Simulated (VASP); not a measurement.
# ZnO in VASP: relaxing the cell with several functionals

Aim: the equilibrium cell of ZnO (rocksalt) with r2SCAN, PBEsol and LDA. The results are then set beside those of Ansatz 0.2.0 from the same starts. This is a trial cell built on a prototype, not taken from a measured structure, and it needn't be the compound's ground state.

Program: VASP 6.6.1. PAW datasets, plane waves, zero pressure. These are computed values for a spin-unpolarised cell that may be hypothetical; none is a measurement.

### Step 1. Starting point

The cell comes from an earlier relaxation with PBE in another program.

It is cubic, Fm-3m (No. 225); conventional cell a = 4.330 Å, 10.15 Å³ an atom. Around Zn lie 6 O at 2.17 Å; around O lie 6 Zn at 2.17 Å.

Coordinates:

```cif
data_structure
_symmetry_space_group_name_H-M 'Fm-3m'
_symmetry_Int_Tables_number 225
_cell_length_a 4.3301
_cell_length_b 4.3301
_cell_length_c 4.3301
_cell_angle_alpha 90.000
_cell_angle_beta 90.000
_cell_angle_gamma 90.000
_cell_volume 81.19
loop_
_atom_site_label
_atom_site_type_symbol
_atom_site_symmetry_multiplicity
_atom_site_Wyckoff_symbol
_atom_site_fract_x
_atom_site_fract_y
_atom_site_fract_z
_atom_site_occupancy
Zn1 Zn 4 a 0.00000 0.00000 0.00000 1
O1 O 4 b 0.50000 0.00000 0.00000 1
```

### Step 2. Relaxing with r2SCAN

Contents of INCAR:

```
ENCUT = 600.000000
SIGMA = 0.020000
EDIFF = 1.00e-07
EDIFFG = -5.00e-03
ALGO = Normal
METAGGA = R2SCAN
PREC = Accurate
IBRION = 2
ISIF = 3
ISMEAR = -1
NBANDS = 16
NELM = 120
NSW = 40
LASPH = .TRUE.
LCHARG = .FALSE.
LWAVE = .FALSE.
LREAL = .FALSE.
```

Contents of KPOINTS:

```
KPOINTS created by Atomic Simulation Environment
0
Gamma
10 10 10
0 0 0
```

Contents of POSCAR:

```
Zn O
 1.0000000000000000
    -0.0000000000000000    2.1650699451237672    2.1650699451237672
     2.1650699451237672    0.0000000000000000    2.1650699451237672
     2.1650699451237672    2.1650699451237672    0.0000000000000000
 Zn  O
   1   1
Cartesian
  0.0000000000000000  0.0000000000000000 -0.0000000000000000
  2.1650699451237672  2.1650699451237672  2.1650699451237672
```

Potentials: the recommended PBE PAW datasets, 18 valence electrons in the neutral cell.

OSZICAR:

```text
N       E                     dE             d eps       ncg     rms          rms(c)
DAV:   1     0.894117102404E+02    0.89412E+02   -0.10539E+04  1544   0.191E+03
DAV:   2    -0.171767935333E+02   -0.10659E+03   -0.97209E+02  1624   0.326E+02
DAV:   3    -0.227384186880E+02   -0.55616E+01   -0.55398E+01  1776   0.731E+01
DAV:   4    -0.227660423884E+02   -0.27624E-01   -0.27622E-01  1824   0.521E+00
DAV:   5    -0.227661213593E+02   -0.78971E-04   -0.78971E-04  1768   0.264E-01    0.860E+00
DAV:   6    -0.178613940518E+02    0.49047E+01   -0.19221E+00  2008   0.540E+01    0.642E+00
DAV:   7    -0.179215958485E+02   -0.60202E-01   -0.87948E-01  1736   0.129E+01    0.316E+00
DAV:   8    -0.179370680511E+02   -0.15472E-01   -0.36372E-02  2048   0.295E+00    0.126E+00
DAV:   9    -0.179388970235E+02   -0.18290E-02   -0.11736E-02  1912   0.153E+00    0.139E-01
DAV:  10    -0.179389298632E+02   -0.32840E-04   -0.10795E-03  1856   0.681E-01    0.513E-02
DAV:  11    -0.179391161687E+02   -0.18631E-03   -0.49859E-04  1928   0.266E-01    0.541E-02
DAV:  12    -0.179390137668E+02    0.10240E-03   -0.11946E-04  1832   0.131E-01    0.712E-03
DAV:  13    -0.179390095679E+02    0.41988E-05   -0.84219E-06  1624   0.260E-02    0.175E-03
DAV:  14    -0.179390101924E+02   -0.62447E-06   -0.94378E-08  1368   0.338E-03    0.700E-04
DAV:  15    -0.179390091171E+02    0.10753E-05   -0.12063E-08   856   0.326E-03    0.328E-04
DAV:  16    -0.179390088799E+02    0.23717E-06   -0.33557E-09   792   0.984E-04    0.148E-04
DAV:  17    -0.179390087137E+02    0.16617E-06   -0.11264E-09   816   0.443E-04    0.246E-05
DAV:  18    -0.179390087084E+02    0.53255E-08   -0.27672E-10   792   0.165E-04
   1 F= -.17939009E+02 E0= -.17939009E+02  d E =-.179390E+02
       N       E                     dE             d eps       ncg     rms          rms(c)
DAV:   1    -0.186451484621E+02   -0.70614E+00   -0.70062E+00  1864   0.600E+01    0.602E+00
DAV:   2    -0.180350798665E+02    0.61007E+00   -0.11691E+00  1808   0.292E+01    0.218E+00
DAV:   3    -0.179717979942E+02    0.63282E-01   -0.37974E-02  1800   0.563E+00    0.112E+00
DAV:   4    -0.179505203539E+02    0.21278E-01   -0.91486E-03  2248   0.244E+00    0.770E-02
DAV:   5    -0.179506274035E+02   -0.10705E-03   -0.24064E-03  1560   0.497E-01    0.224E-02
DAV:   6    -0.179506501380E+02   -0.22734E-04   -0.54624E-06  1808   0.287E-02    0.125E-02
DAV:   7    -0.179506687170E+02   -0.18579E-04   -0.40190E-06  2024   0.566E-02    0.557E-03
DAV:   8    -0.179506633951E+02    0.53219E-05   -0.29574E-06  1744   0.265E-02    0.687E-04
DAV:   9    -0.179506634472E+02   -0.52080E-07   -0.49169E-08  1080   0.248E-03
   2 F= -.17950663E+02 E0= -.17950663E+02  d E =-.116547E-01
       N       E                     dE             d eps       ncg     rms          rms(c)
DAV:   1    -0.180398588524E+02   -0.89195E-01   -0.88492E-01  1792   0.223E+01    0.205E+00
DAV:   2    -0.179666928431E+02    0.73166E-01   -0.13394E-01  1840   0.933E+00    0.791E-01
DAV:   3    -0.179584598135E+02    0.82330E-02   -0.49999E-03  1736   0.294E+00    0.431E-01
DAV:   4    -0.179563614408E+02    0.20984E-02   -0.16907E-03  2176   0.627E-01    0.974E-02
DAV:   5    -0.179563281604E+02    0.33280E-04   -0.22850E-04  2080   0.197E-01    0.593E-03
DAV:   6    -0.179563276369E+02    0.52348E-06   -0.12094E-05  1576   0.313E-02    0.425E-03
DAV:   7    -0.179563239956E+02    0.36413E-05   -0.55597E-07  2160   0.165E-02    0.897E-04
DAV:   8    -0.179563249780E+02   -0.98238E-06   -0.19386E-07  1424   0.458E-03    0.165E-04
DAV:   9    -0.179563248993E+02    0.78729E-07   -0.26138E-09   800   0.653E-04
   3 F= -.17956325E+02 E0= -.17956325E+02  d E =-.173162E-01
       N       E                     dE             d eps       ncg     rms          rms(c)
DAV:   1    -0.179569670358E+02   -0.64206E-03   -0.63827E-03  1832   0.187E+00    0.175E-01
DAV:   2    -0.179563377204E+02    0.62932E-03   -0.99002E-04  1864   0.820E-01    0.664E-02
DAV:   3    -0.179562908853E+02    0.46835E-04   -0.32958E-05  1712   0.234E-01    0.358E-02
DAV:   4    -0.179562976934E+02   -0.68081E-05   -0.11619E-05  2160   0.549E-02    0.732E-03
DAV:   5    -0.179563041637E+02   -0.64703E-05   -0.17001E-06  2032   0.162E-02    0.521E-04
DAV:   6    -0.179563039264E+02    0.23733E-06   -0.83849E-08   872   0.262E-03    0.379E-04
DAV:   7    -0.179563034738E+02    0.45256E-06   -0.29298E-09   800   0.179E-03    0.143E-04
DAV:   8    -0.179563036247E+02   -0.15093E-06   -0.43939E-09   768   0.115E-03    0.606E-05
DAV:   9    -0.179563036248E+02   -0.22283E-10   -0.46686E-10   776   0.222E-04
   4 F= -.17956304E+02 E0= -.17956304E+02  d E =-.172949E-01
```

OUTCAR, selected sections:

```text
k-points           NKPTS =     47   k-points in BZ     NKDIM =     47   number of bands    NBANDS=     16

   NELECT =      18.0000    total number of electrons

   dimension x,y,z NGX =    24 NGY =   24 NGZ =   24
   dimension x,y,z NGXF=    48 NGYF=   48 NGZF=   48

  energy-cutoff  :      600.00
  volume of cell :       19.54
      direct lattice vectors                 reciprocal lattice vectors
     0.000000000  2.137854162  2.137854162    -0.233879377  0.233879377  0.233879377
     2.137854162  0.000000000  2.137854162     0.233879377 -0.233879377  0.233879377
     2.137854162  2.137854162 -0.000000000     0.233879377  0.233879377 -0.233879377

 k-points in reciprocal lattice and weights: KPOINTS created by Atomic Simulation Env
   0.00000000  0.00000000  0.00000000       0.001
   0.10000000  0.00000000  0.00000000       0.008
   0.20000000  0.00000000  0.00000000       0.008
   0.30000000  0.00000000  0.00000000       0.008
   0.40000000  0.00000000  0.00000000       0.008
   0.50000000  0.00000000  0.00000000       0.004
   0.10000000  0.10000000  0.00000000       0.006
   0.20000000  0.10000000  0.00000000       0.024
[... 39 more k-points ...]

 E-fermi :   2.8934

 k-point     1 :       0.0000    0.0000    0.0000
  band No.  band energies     occupation
      1     -17.1620      2.00000
      2      -2.5119      2.00000
      3      -2.5118      2.00000
      4      -2.5118      2.00000
      5      -2.3260      2.00000
      6      -2.3260      2.00000
      7       0.9785      2.00000
      8       0.9785      2.00000
      9       0.9785      2.00000
     10       3.9131      0.00000
     11      21.1890      0.00000
     12      21.1890      0.00000
     13      21.1890      0.00000
     14      21.6714      0.00000
     15      23.0501      0.00000
     16      23.0505      0.00000

 k-point     2 :       0.1000    0.0000    0.0000
  band No.  band energies     occupation
      1     -17.0550      2.00000
      2      -2.5941      2.00000
      3      -2.5408      2.00000
      4      -2.5407      2.00000
      5      -2.4128      2.00000
      6      -2.4127      2.00000
      7       0.2037      2.00000
      8       1.1465      2.00000
      9       1.1465      2.00000
     10       4.8014      0.00000
     11      18.4032      0.00000
     12      20.5771      0.00000
     13      20.5773      0.00000
     14      22.3299      0.00000
     15      22.9779      0.00000
     16      22.9780      0.00000

 k-point     3 :       0.2000    0.0000    0.0000
  band No.  band energies     occupation
      1     -16.7604      2.00000
      2      -3.0006      2.00000
      3      -2.8493      2.00000
      4      -2.8492      2.00000
      5      -2.3523      2.00000
      6      -2.3522      2.00000
      7      -0.8193      2.00000
      8       1.5373      2.00000
      9       1.5373      2.00000
     10       6.3054      0.00000
     11      15.7502      0.00000
     12      19.0245      0.00000
     13      19.0248      0.00000
     14      22.1904      0.00000
     15      23.7105      0.00000
     16      23.7106      0.00000

 k-point     4 :       0.3000    0.0000    0.0000
  band No.  band energies     occupation
      1     -16.3619      2.00000
      2      -3.8719      2.00000
      3      -3.2003      2.00000
      4      -3.2002      2.00000
      5      -2.2368      2.00000
      6      -2.2367      2.00000
      7      -1.2203      2.00000
      8       1.9606      2.00000
      9       1.9606      2.00000
     10       7.6143      0.00000
     11      13.7837      0.00000
     12      17.5232      0.00000
     13      17.5235      0.00000
     14      22.2203      0.00000
     15      25.1632      0.00000
     16      25.1633      0.00000

[... the tables of k-points 5 to 47 left out ...]

  Total       -0.0010470     -0.0010470     -0.0010470      0.0000000      0.0000000      0.0000000
  in kB       -0.0858400     -0.0858400     -0.0858400      0.0000000      0.0000000      0.0000000
  external PRESSURE =      -0.0858400 kB  Pullay stress =       0.0000000 kB

 POSITION                                       TOTAL-FORCE (eV/Angst)
 -----------------------------------------------------------------------------------
      0.00000      0.00000      0.00000         0.000000      0.000000      0.000000
      2.13785      2.13785      2.13785         0.000000      0.000000     -0.000000
 -----------------------------------------------------------------------------------
    total drift:                                0.000000     -0.000000     -0.000000

  FREE ENERGIE OF THE ION-ELECTRON SYSTEM (eV)
  ---------------------------------------------------
  free  energy   TOTEN  =       -17.9563036248 eV

  energy  without entropy=      -17.9563036248  energy(sigma->0) =      -17.95630362
```

CONTCAR

```
Zn O
   1.00000000000000
     0.0000000000000000    2.1378541615517501    2.1378541615517501
     2.1378541615517501    0.0000000000000000    2.1378541615517501
     2.1378541615517501    2.1378541615517501   -0.0000000000000000
  Zn              O
     1     1
Direct
     0.0000000000000000    0.0000000000000000    0.0000000000000000
     0.5000000000000000    0.5000000000000000    0.5000000000000000

  0.00000000E+00  0.00000000E+00  0.00000000E+00
  0.00000000E+00  0.00000000E+00  0.00000000E+00
```

```
                       before  after   change
                a (Å)   4.330  4.276  -1.26 %
     volume (Å³/atom)  10.149  9.771  -3.72 %
shortest distance (Å)   2.165  2.138  -1.26 %
          space group   Fm-3m  Fm-3m     same
```

### Step 3. Relaxing with PBEsol

INCAR: that of step 2 with these lines changed.

```diff
@@ -4,4 +4,3 @@
 EDIFFG = -5.00e-03
-ALGO = Normal
-METAGGA = R2SCAN
+GGA = PS
 PREC = Accurate
```

KPOINTS is that of step 2.

POSCAR is that of step 2.

OSZICAR:

```text
N       E                     dE             d eps       ncg     rms          rms(c)
DAV:   1     0.983746097165E+02    0.98375E+02   -0.10338E+04  1544   0.187E+03
DAV:   2    -0.542720168822E+01   -0.10380E+03   -0.94554E+02  1624   0.317E+02
DAV:   3    -0.107315038552E+02   -0.53043E+01   -0.52824E+01  1784   0.701E+01
DAV:   4    -0.107573862398E+02   -0.25882E-01   -0.25881E-01  1816   0.493E+00
DAV:   5    -0.107574633907E+02   -0.77151E-04   -0.77151E-04  1800   0.256E-01    0.845E+00
DAV:   6    -0.951153077498E+01    0.12459E+01   -0.24392E+00  2304   0.503E+01    0.599E+00
DAV:   7    -0.949158711423E+01    0.19944E-01   -0.41384E-01  1728   0.108E+01    0.330E+00
DAV:   8    -0.947438077816E+01    0.17206E-01   -0.72570E-02  1592   0.248E+00    0.479E-01
DAV:   9    -0.947171304134E+01    0.26677E-02   -0.50881E-03  2232   0.122E+00    0.959E-02
DAV:  10    -0.947175013805E+01   -0.37097E-04   -0.10348E-03  1576   0.278E-01    0.421E-02
DAV:  11    -0.947176158815E+01   -0.11450E-04   -0.18000E-05  1848   0.489E-02    0.418E-03
DAV:  12    -0.947176159413E+01   -0.59799E-08   -0.54293E-07  1864   0.126E-02
   1 F= -.94717616E+01 E0= -.94717616E+01  d E =-.947176E+01
       N       E                     dE             d eps       ncg     rms          rms(c)
DAV:   1    -0.102721790497E+02   -0.80042E+00   -0.78789E+00  1888   0.632E+01    0.650E+00
DAV:   2    -0.956690315005E+01    0.70528E+00   -0.15010E+00  1808   0.335E+01    0.223E+00
DAV:   3    -0.950542809029E+01    0.61475E-01   -0.37639E-02  1856   0.384E+00    0.112E+00
DAV:   4    -0.948295675211E+01    0.22471E-01   -0.96333E-03  2512   0.322E+00    0.936E-02
DAV:   5    -0.948300002004E+01   -0.43268E-04   -0.23919E-03  1824   0.714E-01    0.357E-02
DAV:   6    -0.948300478870E+01   -0.47687E-05   -0.11133E-04  1736   0.921E-02    0.171E-02
DAV:   7    -0.948301031805E+01   -0.55293E-05   -0.26759E-06  2048   0.485E-02    0.388E-03
DAV:   8    -0.948301011426E+01    0.20379E-06   -0.88976E-07  1752   0.104E-02    0.792E-04
DAV:   9    -0.948301009284E+01    0.21420E-07   -0.33122E-08   776   0.197E-03
   2 F= -.94830101E+01 E0= -.94830101E+01  d E =-.112485E-01
       N       E                     dE             d eps       ncg     rms          rms(c)
DAV:   1    -0.959532654145E+01   -0.11232E+00   -0.11181E+00  1856   0.249E+01    0.233E+00
DAV:   2    -0.950239605807E+01    0.92930E-01   -0.18519E-01  1848   0.111E+01    0.871E-01
DAV:   3    -0.949273982149E+01    0.96562E-02   -0.53117E-03  1880   0.299E+00    0.466E-01
DAV:   4    -0.948976375032E+01    0.29761E-02   -0.21150E-03  2096   0.626E-01    0.843E-02
DAV:   5    -0.948965374907E+01    0.11000E-03   -0.16591E-04  2152   0.235E-01    0.829E-03
DAV:   6    -0.948965606926E+01   -0.23202E-05   -0.16273E-05  1544   0.378E-02    0.486E-03
DAV:   7    -0.948965736511E+01   -0.12958E-05   -0.55400E-07  2240   0.180E-02    0.106E-03
DAV:   8    -0.948965732056E+01    0.44543E-07   -0.15076E-07   976   0.402E-03
   3 F= -.94896573E+01 E0= -.94896573E+01  d E =-.178957E-01
```

OUTCAR, selected sections:

```text
k-points           NKPTS =     47   k-points in BZ     NKDIM =     47   number of bands    NBANDS=     16

   NELECT =      18.0000    total number of electrons

   dimension x,y,z NGX =    24 NGY =   24 NGZ =   24
   dimension x,y,z NGXF=    48 NGYF=   48 NGZF=   48

  energy-cutoff  :      600.00
  volume of cell :       19.50
      direct lattice vectors                 reciprocal lattice vectors
     0.000000000  2.136268547  2.136268547    -0.234052971  0.234052971  0.234052971
     2.136268547  0.000000000  2.136268547     0.234052971 -0.234052971  0.234052971
     2.136268547  2.136268547 -0.000000000     0.234052971  0.234052971 -0.234052971

 k-points in reciprocal lattice and weights: KPOINTS created by Atomic Simulation Env
   0.00000000  0.00000000  0.00000000       0.001
   0.10000000  0.00000000  0.00000000       0.008
   0.20000000  0.00000000  0.00000000       0.008
   0.30000000  0.00000000  0.00000000       0.008
   0.40000000  0.00000000  0.00000000       0.008
   0.50000000  0.00000000  0.00000000       0.004
   0.10000000  0.10000000  0.00000000       0.006
   0.20000000  0.10000000  0.00000000       0.024
[... 39 more k-points ...]

 E-fermi :   3.0992

 k-point     1 :       0.0000    0.0000    0.0000
  band No.  band energies     occupation
      1     -15.9671      2.00000
      2      -2.2244      2.00000
      3      -2.2244      2.00000
      4      -2.2244      2.00000
      5      -2.0036      2.00000
      6      -2.0036      2.00000
      7       1.2351      2.00000
      8       1.2351      2.00000
      9       1.2351      2.00000
     10       3.4616      0.00000
     11      20.4822      0.00000
     12      20.4822      0.00000
     13      20.4822      0.00000
     14      20.7282      0.00000
     15      21.9854      0.00000
     16      21.9855      0.00000

 k-point     2 :       0.1000    0.0000    0.0000
  band No.  band energies     occupation
      1     -15.8534      2.00000
      2      -2.3104      2.00000
      3      -2.2422      2.00000
      4      -2.2422      2.00000
      5      -2.0968      2.00000
      6      -2.0968      2.00000
      7       0.3811      2.00000
      8       1.4014      2.00000
      9       1.4014      2.00000
     10       4.4138      0.00000
     11      17.6203      0.00000
     12      19.7605      0.00000
     13      19.7605      0.00000
     14      21.3344      0.00000
     15      22.0833      0.00000
     16      22.0833      0.00000

 k-point     3 :       0.2000    0.0000    0.0000
  band No.  band energies     occupation
      1     -15.5385      2.00000
      2      -2.7453      2.00000
      3      -2.5266      2.00000
      4      -2.5266      2.00000
      5      -2.0488      2.00000
      6      -2.0488      2.00000
      7      -0.6351      2.00000
      8       1.7891      2.00000
      9       1.7891      2.00000
     10       5.8842      0.00000
     11      14.9855      0.00000
     12      18.1740      0.00000
     13      18.1740      0.00000
     14      21.2410      0.00000
     15      22.8863      0.00000
     16      22.8863      0.00000

 k-point     4 :       0.3000    0.0000    0.0000
  band No.  band energies     occupation
      1     -15.1076      2.00000
      2      -3.6642      2.00000
      3      -2.8689      2.00000
      4      -2.8689      2.00000
      5      -1.9284      2.00000
      6      -1.9284      2.00000
      7      -0.9883      2.00000
      8       2.2105      2.00000
      9       2.2105      2.00000
     10       7.1057      0.00000
     11      13.0433      0.00000
     12      16.6869      0.00000
     13      16.6869      0.00000
     14      21.3156      0.00000
     15      24.2961      0.00000
     16      24.2961      0.00000

[... the tables of k-points 5 to 47 left out ...]

  Total       -0.0033944     -0.0033944     -0.0033944      0.0000000      0.0000000      0.0000000
  in kB       -0.2789156     -0.2789156     -0.2789156      0.0000000      0.0000000      0.0000000
  external PRESSURE =      -0.2789156 kB  Pullay stress =       0.0000000 kB

 POSITION                                       TOTAL-FORCE (eV/Angst)
 -----------------------------------------------------------------------------------
      0.00000      0.00000      0.00000        -0.000000      0.000000     -0.000000
      2.13627      2.13627      2.13627         0.000000     -0.000000      0.000000
 -----------------------------------------------------------------------------------
    total drift:                                0.000000     -0.000000     -0.000000

  FREE ENERGIE OF THE ION-ELECTRON SYSTEM (eV)
  ---------------------------------------------------
  free  energy   TOTEN  =        -9.4896573206 eV

  energy  without entropy=       -9.4896573206  energy(sigma->0) =       -9.48965732
```

CONTCAR

```
Zn O
   1.00000000000000
     0.0000000000000000    2.1362685472359337    2.1362685472359337
     2.1362685472359337    0.0000000000000000    2.1362685472359337
     2.1362685472359337    2.1362685472359337   -0.0000000000000000
  Zn              O
     1     1
Direct
     0.0000000000000000    0.0000000000000000    0.0000000000000000
     0.5000000000000000    0.5000000000000000    0.5000000000000000

  0.00000000E+00  0.00000000E+00  0.00000000E+00
  0.00000000E+00  0.00000000E+00  0.00000000E+00
```

|  | before | after | change |
| --- | --- | --- | --- |
| a (Å) | 4.330 | 4.273 | -1.33 % |
| volume (Å³/atom) | 10.149 | 9.749 | -3.94 % |
| shortest distance (Å) | 2.165 | 2.136 | -1.33 % |
| space group | Fm-3m | Fm-3m | same |

(Part 1 of 2 ends here.)
